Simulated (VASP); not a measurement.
VASP inputs for CaSe (zincblende)

INCAR, step 1 (PBE orbitals to start from)

```
EDIFF = 1E-5
LWAVE = .TRUE.
NBANDS = 15
LREAL = .FALSE.
ISMEAR = 0
LCHARG = .FALSE.
SIGMA = 0.01
GGA = PE
PREC = Accurate
LASPH = .TRUE.
NELM = 120
ENCUT = 520
```

INCAR, step 2

```
LASPH = .TRUE.
LWAVE = .FALSE.
NSW = 0
SIGMA = 0.01
LREAL = .FALSE.
IBRION = -1
NBANDS = 15
LCHARG = .FALSE.
PREC = Accurate
AEXX = 0.25
ALGO = Normal
HFRCUT = -1
EDIFF = 1E-7
GGA = PE
ISMEAR = 0
ISTART = 1
ISIF = 2
LHFCALC = .TRUE.
NELM = 120
PRECFOCK = Fast
ENCUT = 520
```

KPOINTS

```
KPOINTS created by Atomic Simulation Environment
0
Gamma
4 4 4
0 0 0
```

KPOINTS_OPT

```
special points
7
Reciprocal
0.0000000000 0.0000000000 0.0000000000 1
0.5000000000 0.0000000000 0.5000000000 1
0.5000000000 0.2500000000 0.7500000000 1
0.3750000000 0.3750000000 0.7500000000 1
0.5000000000 0.5000000000 0.5000000000 1
0.6250000000 0.2500000000 0.6250000000 1
0.2625000000 0.2625000000 0.5250000000 1
```

POSCAR

```
Ca Se
 1.0000000000000000
     0.0000000000000000    3.2795613700259110    3.2795613700259110
     3.2795613700259110    0.0000000000000000    3.2795613700259110
     3.2795613700259110    3.2795613700259110    0.0000000000000000
 Ca  Se
   1   1
Cartesian
  0.0000000000000000  0.0000000000000000  0.0000000000000000
  1.6397806850129553  1.6397806850129553  1.6397806850129553
```

VASP ran with the recommended PBE PAW datasets (16 valence electrons in the cell).

Q: Predict the results.

A: gap between bands v and c 4.77 eV; least direct gap 4.85 eV; pressure 0.3 GPa.

Band v is the last that the valence electrons fill when counted band by band, and c is the next. Levels in eV from the top of v:

```
point    v−1      v     c   c+1
    Γ  -0.08  -0.08  4.77  7.61
    X  -0.08  -0.08  5.21  6.91
    W  -0.79  -0.15  5.54  7.03
    K  -0.56  -0.05  5.59  7.08
    L  -0.02  -0.02  6.95  7.64
```
